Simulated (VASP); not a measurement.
# SiO2 (Stishovite) (P4_2/mnm) in VASP: notebook, part 3 of 4

VASP 6.6.1. The steps go on from the part before.

## 5. Relaxation of cell and atoms, r2SCAN

This run uses another cell than the first one, of 7.79 Å³/atom, 1.005 times its volume.

Input file INCAR:

```
SYSTEM = SiO2
  ALGO = Normal
  EDIFF = 1E-7
  EDIFFG = -0.005
  ENCUT = 600
  IBRION = 2
  ISIF = 3
  ISMEAR = 0
  KPAR = 2
  LASPH = .TRUE.
  LCHARG = .FALSE.
  LMIXTAU = .TRUE.
  LREAL = .FALSE.
  LWAVE = .FALSE.
  METAGGA = R2SCAN
  NELM = 80
  NSW = 90
  PREC = Accurate
  SIGMA = 0.03
```

Input file KPOINTS:

```
k-points
0
G
  8 8 10
  0 0 0
```

Input file POSCAR:

```
SiO2                                    
1.0
    4.1815223987      0.0000000000      0.0000000000
    0.0000000000      4.1815223987      0.0000000000
    0.0000000000      0.0000000000      2.6722128193
  Si              O             
     2     4
Direct
     0.0000000000000000    1.0000000000000000    0.0000000000000000
     0.5000000000000000    0.5000000000000000    0.5000000000000000
     0.3059077644093549    0.3059077644093549    0.0000000000000000
     0.1940922355906452    0.8059077644093550    0.5000000000000000
     0.6940922355906450    0.6940922355906450    0.0000000000000000
     0.8059077644093550    0.1940922355906452    0.5000000000000000
```

Potentials or basis: VASP PAW PBE potentials, release 64 (Si, O).

Launch:

```console
> cat potpaw_PBE.64/Si/POTCAR potpaw_PBE.64/O/POTCAR > POTCAR
> mpirun -np 2 vasp_std > vasp.out
```

OUTCAR:

```text
SYSTEM = SiO2
   EDIFF = 1E-7
   EDIFFG = -0.005
   ENCUT = 600
   IBRION = 2
   ISIF = 3
   ISMEAR = 0
   LASPH = .TRUE.
   LREAL = .FALSE.
   METAGGA = R2SCAN
   NELM = 80
   NSW = 90
   PREC = Accurate

 ion  position               nearest neighbor table
   1  0.000  0.000  0.000-   4 1.76   6 1.76   4 1.76   6 1.76   5 1.81   3 1.81
   2  0.500  0.500  0.500-   3 1.76   5 1.76   3 1.76   5 1.76   4 1.81   6 1.81
   3  0.306  0.306  0.000-   2 1.76   2 1.76   1 1.81
   4  0.194  0.806  0.500-   1 1.76   1 1.76   2 1.81
   5  0.694  0.694  0.000-   2 1.76   2 1.76   1 1.81
   6  0.806  0.194  0.500-   1 1.76   1 1.76   2 1.81

  LATTYP: Found a simple tetragonal cell.
 ALAT       =     4.1815223987
 C/A-ratio  =     0.6390526140

  Lattice vectors:

 A1 = (   4.1815223987,   0.0000000000,   0.0000000000)
 A2 = (   0.0000000000,   4.1815223987,   0.0000000000)
 A3 = (   0.0000000000,   0.0000000000,   2.6722128193)

Analysis of symmetry for initial positions (statically):
=====================================================================
 Subroutine PRICEL returns:
 Original cell was already a primitive cell.

 Routine SETGRP: Setting up the symmetry group for a
 simple tetragonal supercell.

 Subroutine GETGRP returns: Found 16 space group operations
 (whereof  8 operations were pure point group operations)
 out of a pool of 16 trial point group operations.

The static configuration has the point symmetry D_2h.
 The point group associated with its full space group is D_4h.

Analysis of symmetry for dynamics (positions and initial velocities):
=====================================================================
 Subroutine PRICEL returns:
 Original cell was already a primitive cell.

 Routine SETGRP: Setting up the symmetry group for a
 simple tetragonal supercell.

 Subroutine GETGRP returns: Found 16 space group operations
 (whereof  8 operations were pure point group operations)
 out of a pool of 16 trial point group operations.

The dynamic configuration has the point symmetry D_2h.
 The point group associated with its full space group is D_4h.

 Subroutine INISYM returns: Found 16 space group operations
 (whereof  8 operations are pure point group operations),
 and found     1 'primitive' translations

----------------------------------------------------------------------------------------

                                     Primitive cell

  volume of cell :      46.7240

  direct lattice vectors                    reciprocal lattice vectors
     4.181522399  0.000000000  0.000000000     0.239147350  0.000000000  0.000000000
     0.000000000  4.181522399  0.000000000     0.000000000  0.239147350  0.000000000
     0.000000000  0.000000000  2.672212819     0.000000000  0.000000000  0.374221691

  length of vectors
     4.181522399  4.181522399  2.672212819     0.239147350  0.239147350  0.374221691

  position of ions in fractional coordinates (direct lattice)
     0.000000000  0.000000000  0.000000000
     0.500000000  0.500000000  0.500000000
     0.305907764  0.305907764  0.000000000
     0.194092236  0.805907764  0.500000000
     0.694092236  0.694092236  0.000000000
     0.805907764  0.194092236  0.500000000

  ion indices of the primitive-cell ions
   primitive index   ion index
                 1           1
                 2           2
                 3           3
                 4           4
                 5           5
                 6           6

[... 53 lines left out ...]
   k-points           NKPTS =     90   k-points in BZ     NKDIM =     90   number of bands    NBANDS=     20
   number of dos      NEDOS =    301   number of ions     NIONS =      6
   total plane-waves  NPLWV =  31104
   dimension x,y,z NGX =    36 NGY =   36 NGZ =   24
   dimension x,y,z NGXF=    72 NGYF=   72 NGZF=   48
   ions per type =               2   4
   NGX,Y,Z   is equivalent  to a cutoff of  14.31, 14.31, 14.93 a.u.
   NGXF,Y,Z  is equivalent  to a cutoff of  28.63, 28.63, 29.86 a.u.
 SYSTEM =  SiO2
   PREC   = accura    normal or accurate (medium, high low for compatibility)
   ISTART =      0    job   : 0-new  1-cont  2-samecut
   ICHARG =      2    charge: 1-file 2-atom 10-const
   ISPIN  =      1    spin polarized calculation?
   LNONCOLLINEAR =      F non collinear calculations
   LSORBIT =      F    spin-orbit coupling
   LASPH  =      T    aspherical Exc in radial PAW
   ENCUT  =  600.0 eV  44.10 Ry    6.64 a.u.   8.35  8.35  5.34*2*pi/ulx,y,z
   NELM   =     80;   NELMIN=  2; NELMDL= -5     # of ELM steps
   EDIFF  = 0.1E-06   stopping-criterion for ELM
   LREAL  =      F    real-space projection
   EDIFFG = -.5E-02   stopping-criterion for IOM
   NSW    =     90    number of steps for IOM
   IBRION =      2    ionic relax: 0-MD 1-quasi-New 2-CG
   NFREE  =      1    steps in history (QN), initial steepest desc. (CG)
   ISIF   =      3    stress and relaxation
   ISYM   =      2    0-nonsym 1-usesym 2-fastsym
   POTIM  = 0.5000    time-step for ionic-motion
   TEBEG  =    0.0;   TEEND  =   0.0 temperature during run
   PSTRESS=    0.0 pullay stress
   NELECT =      32.0000    total number of electrons
   NUPDOWN=      -1.0000    fix difference up-down
   EMIN   =  10.00;   EMAX   =-10.00  energy-range for DOS
   EFERMI =   0.00;   METHOD = LEGACY
   ISMEAR =     0;   SIGMA  =   0.03  broadening in eV -4-tet -1-fermi 0-gaus
   EFERMI_NEDOS =   21; number of points for ismear=-14 and -15
   IALGO  =     38    algorithm
   IMIX   =      4    mixing-type and parameters
     AMIX     =   0.40;   BMIX     =  1.00
     AMIX_MAG =   1.60;   BMIX_MAG =  1.00
  volume/ion in A,a.u.               =       7.79        52.55
  Fermi-wavevector in a.u.,A,eV,Ry     =   1.443039  2.726949 28.332265  2.082363
  Thomas-Fermi vector in A             =   2.561492
   LORBIT       =      0    0 simple, 1 ext, 2 COOP (PROOUT), +10 PAW based schemes
   METAGGA = R2SCAN    functional components
   LHFCALC =     F    Hartree Fock is set to
   AEXX    =    0.0000 exact exchange contribution
   IVDW    =     0    specifies the selected vdW correction
   LEPSILON=     F    determine dielectric tensor
   LRPA    =     F    only Hartree local field effects (RPA)
 conjugate gradient relaxation of ions
 non-spin polarized calculation
 Gauss-broadening in eV      SIGMA  =   0.03
  energy-cutoff  :      600.00
  volume of cell :       46.72
 maximum number of plane-waves:      1584
 NGX is ok and might be reduce to    36
   NGX = 17   NGY = 17   NGZ = 11

 number of electron      32.0000000 magnetization

 Free energy of the ion-electron system (eV)
  ---------------------------------------------------
  ext. energy  EPLUGINS =         0.00000000
  ---------------------------------------------------
  free energy    TOTEN  =       -58.80382140 eV

  energy without entropy =      -58.80382140  energy(sigma->0) =      -58.80382140

 E-fermi :   7.9270     XC(G=0): -12.8704

 val. band max:        7.7979386663   @ k =   0.0000   0.0000   0.0000
 cond. band min:      14.3011116218   @ k =   0.0000   0.0000   0.0000
 fundamental gap:      6.5031729555
 Fermi energy:         7.9270360848

 k-point     1 :       0.0000    0.0000    0.0000
  band No.  band energies     occupation
      1     -15.7364      2.00000
      2     -12.1511      2.00000
      3     -12.1511      2.00000
      4     -11.8764      2.00000
      5      -3.2497      2.00000
      6       1.2933      2.00000
[... 541 lines left out ...]
     19      18.5347      0.00000
     20      18.5347      0.00000

 [... further k-points ...]

------------------------ aborting loop because EDIFF is reached ----------------------------------------

  FORCE on cell =-STRESS in cart. coord.  units (eV):
  Direction    XX          YY          ZZ          XY          YZ          ZX
  --------------------------------------------------------------------------------------
  -------------------------------------------------------------------------------------
  Total       -0.0206047     -0.0206047     -0.0207206      0.0000000      0.0000000      0.0000000
  in kB       -0.7065397     -0.7065397     -0.7105154      0.0000000      0.0000000      0.0000000
  external PRESSURE =      -0.7078649 kB  Pullay stress =       0.0000000 kB

 VOLUME and BASIS-vectors are now :
 -----------------------------------------------------------------------------
  energy-cutoff  :      600.00
  volume of cell :       46.72
      direct lattice vectors                 reciprocal lattice vectors
     4.181522399  0.000000000  0.000000000     0.239147350  0.000000000  0.000000000
     0.000000000  4.181522399  0.000000000     0.000000000  0.239147350  0.000000000
     0.000000000  0.000000000  2.672212819     0.000000000  0.000000000  0.374221691

 POSITION                                       TOTAL-FORCE (eV/Angst)
 -----------------------------------------------------------------------------------
      0.00000      0.00000      0.00000         0.000000      0.000000      0.000000
      2.09076      2.09076      1.33611         0.000000      0.000000      0.000000
      1.27916      1.27916      0.00000        -0.000048     -0.000048      0.000000
      0.81160      3.36992      1.33611         0.000048     -0.000048      0.000000
      2.90236      2.90236      0.00000         0.000048      0.000048      0.000000
      3.36992      0.81160      1.33611        -0.000048      0.000048      0.000000
 -----------------------------------------------------------------------------------
    total drift:                                0.000000     -0.000000     -0.000000

  FREE ENERGIE OF THE ION-ELECTRON SYSTEM (eV)
  ---------------------------------------------------
  free  energy   TOTEN  =       -58.8038214005 eV

  energy  without entropy=      -58.8038214005  energy(sigma->0) =      -58.80382140

 reached required accuracy - stopping structural energy minimisation
```

Wall time 2.6 min (2 MPI ranks of Intel Xeon Platinum 8259CL at 2.50GHz (Skylake/Cascade Lake), shared host); peak memory 0.22 GiB.

What came out:

* Free energy: -58.8038 eV
* Pressure after relaxing: -0.1 GPa
* Band gap on the k mesh: 6.50 eV, direct

Final structure:
```cif
data_structure
_symmetry_space_group_name_H-M 'P 1'
_symmetry_Int_Tables_number 1
_cell_length_a 4.1815
_cell_length_b 4.1815
_cell_length_c 2.6722
_cell_angle_alpha 90.000
_cell_angle_beta 90.000
_cell_angle_gamma 90.000
_cell_volume 46.72
loop_
_atom_site_label
_atom_site_type_symbol
_atom_site_fract_x
_atom_site_fract_y
_atom_site_fract_z
_atom_site_occupancy
Si1 Si 0.00000 0.00000 0.00000 1
Si2 Si 0.50000 0.50000 0.50000 1
O1 O 0.30591 0.30591 0.00000 1
O2 O 0.19409 0.80591 0.50000 1
O3 O 0.69409 0.69409 0.00000 1
O4 O 0.80591 0.19409 0.50000 1
```

Levels at points of the mesh, in eV from the valence-band top:
| k point | band 13 | band 14 | band 15 | band 16 | band 17 | band 18 | band 19 | band 20 |
| --- | --- | --- | --- | --- | --- | --- | --- | --- |
| (0.00, 0.00, 0.00) | -2.52 | -0.88 | -0.88 | 0.00 | 6.50 | 7.61 | 9.44 | 9.44 |
| (0.50, 0.00, 0.00) | -2.72 | -2.72 | -1.08 | -1.08 | 8.69 | 8.69 | 10.03 | 10.03 |
| (0.50, 0.50, 0.00) | -2.70 | -2.70 | -2.32 | -2.32 | 8.39 | 8.39 | 11.03 | 11.03 |
| (0.00, 0.00, 0.50) | -3.12 | -3.12 | -2.71 | -2.71 | 10.14 | 10.14 | 13.74 | 13.74 |
| (0.50, 0.00, 0.50) | -2.31 | -2.31 | -1.80 | -1.80 | 9.81 | 9.81 | 10.91 | 10.91 |
| (0.50, 0.50, 0.50) | -1.78 | -1.78 | -1.61 | -1.61 | 8.15 | 8.15 | 12.02 | 12.02 |

Caveat: the relaxation stopped at its first step, so nothing moved; the PAW data sets were made with another functional, which shifts forces and pressure a little.

(Part 3 of 4 ends here.)
